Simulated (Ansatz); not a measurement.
Polymorphs of Mg7Te

The calculation used DFT PBE, scalar-relativistic, plane waves, PAW in Ansatz. Settings: cutoff 420 eV, Γ-centred meshes spaced at most about 0.3 Å⁻¹, and about 0.25 Å⁻¹ or finer for metals (2π included), Gaussian smearing. No spin polarisation.

Energies over the elements count from the elements' standard structures at the same level, with no fitted energy shifts.

Temperature and zero-point effects are left out. The comparison covers the computed candidates alone. For metals, differences of a few meV/atom aren't resolved. Spin–orbit coupling, which can matter for Te, is left out. The reference form of Te is held partly by dispersion forces, which this level lacks.

Invented guesses were relaxed alike, and ends that match in structure were merged. ΔE counts from the first row. Coordination counts Mg atoms around Te (those within 1.25 times the shortest such distance or 1.15 times the sum of covalent radii; a plus sign parts nearer from farther groups). The ends were matched against large subsets of the Crystallography Open Database and the Materials Project, so a missing match doesn't prove that a structure is unreported.

```json
{"#": "1", "reached from": "a cell proposed by chemical analogy", "type and space group": "Fm-3m (No. 225)", "atoms": "8", "Å³/atom": "23.6", "coordination": "Te 12", "ΔE (meV/atom)": "0", "gap on mesh (eV)": "0.00", "in databases": "no match"}
{"#": "2", "reached from": "a cell proposed by chemical analogy", "type and space group": "P6_3/mmc (No. 194)", "atoms": "16", "Å³/atom": "23.6", "coordination": "Te 12", "ΔE (meV/atom)": "37", "gap on mesh (eV)": "0.00", "in databases": "no match"}
{"#": "3", "reached from": "a cell proposed by chemical analogy", "type and space group": "P-6m2 (No. 187)", "atoms": "8", "Å³/atom": "23.6", "coordination": "Te 12", "ΔE (meV/atom)": "39", "gap on mesh (eV)": "0.00", "in databases": "no match"}
{"#": "4", "reached from": "a cell proposed by chemical analogy", "type and space group": "Im-3m (No. 229)", "atoms": "8", "Å³/atom": "23.8", "coordination": "Te 8+6", "ΔE (meV/atom)": "85", "gap on mesh (eV)": "0.00", "in databases": "no match"}
```

The lowest: Space group Fm-3m (No. 225), cubic, a = 9.104 Å. Around Mg on a site of symmetry mmm lie 10 Mg at 3.22 Å and 2 Te at 3.22 Å; around Mg on a site of symmetry m-3m lie 12 Mg at 3.22 Å; Te has 12 Mg at 3.22 Å. Its energy over the elements is −0.12 eV/atom. A negative formation energy is needed for stability but isn't enough: competing phases decide. An observed structure of this formula, if there is one, may be missing.

```
Mg Te
1.0
     0.00000    4.55185    4.55185
     4.55185    0.00000    4.55185
     4.55185    4.55185    0.00000
Mg Te
7 1
Cartesian
  2.2759 4.5518 2.2759
  0.0000 2.2759 2.2759
  2.2759 2.2759 4.5518
  2.2759 0.0000 2.2759
  4.5518 2.2759 2.2759
  2.2759 2.2759 0.0000
  0.0000 0.0000 0.0000
  4.5518 4.5518 4.5518
```

The second: Space group P6_3/mmc (No. 194), hexagonal, a = 6.331 Å, c = 10.865 Å. Mg on a site of symmetry 2/m is surrounded by 10 Mg at 3.17–3.27 Å and 2 Te at 3.17 Å; around Mg on a site of symmetry mm2 lie 10 Mg at 3.12–3.27 Å and 2 Te at 3.29 Å; Mg on a site of symmetry -6m2 has 12 Mg at 3.17–3.27 Å; Te is surrounded by 12 Mg at 3.17–3.29 Å. Counting Mg atoms around Te, the first and the second both have Te 12. Cells relaxed within their symmetry can be saddle points.

```
Mg Te
1.0
     6.33065    0.00000    0.00000
    -3.16532    5.48250    0.00000
     0.00000    0.00000   10.86532
Mg Te
14 2
Direct
  0.50000 0.50000 0.00000
  0.83109 0.66219 0.75000
  0.83109 0.16891 0.75000
  0.16891 0.83109 0.25000
  0.66219 0.83109 0.25000
  0.50000 0.00000 0.50000
  0.66667 0.33333 0.25000
  0.50000 0.00000 0.00000
  0.50000 0.50000 0.50000
  0.00000 0.50000 0.50000
  0.16891 0.33781 0.25000
  0.00000 0.50000 0.00000
  0.33781 0.16891 0.75000
  0.33333 0.66667 0.75000
  0.00000 0.00000 0.50000
  0.00000 0.00000 0.00000
```

Some types were kept out of the candidates beforehand, so the set may lack a known form.

All four candidates keep Te on a site of a metal-like packing, and the cubic close-packed order lies lowest. The two hexagonal cells can't be ranked against each other, while the body-centred arrangement is clearly the least favourable. Since elemental Mg prefers hexagonal packing, Te reverses the host's preference. The number of nearest neighbours can't explain this, as it is the same in the three lowest cells; the arrangement of Te and the altered filling of the Mg bands probably both contribute.

In the lowest cell, Mg–Te and Mg–Mg contacts are equally long at 3.22 Å, typical of Mg metal but well beyond a normal Mg–Te bond. Te can fill its p shell with electrons from Mg, yet the leftover Mg electrons keep the compound metallic, and the stretched contacts forgo much of the ionic attraction available in MgTe. The modest energy gain over the elements therefore doesn't suggest a stable compound: separation into Mg and strongly bound MgTe is probably favoured.
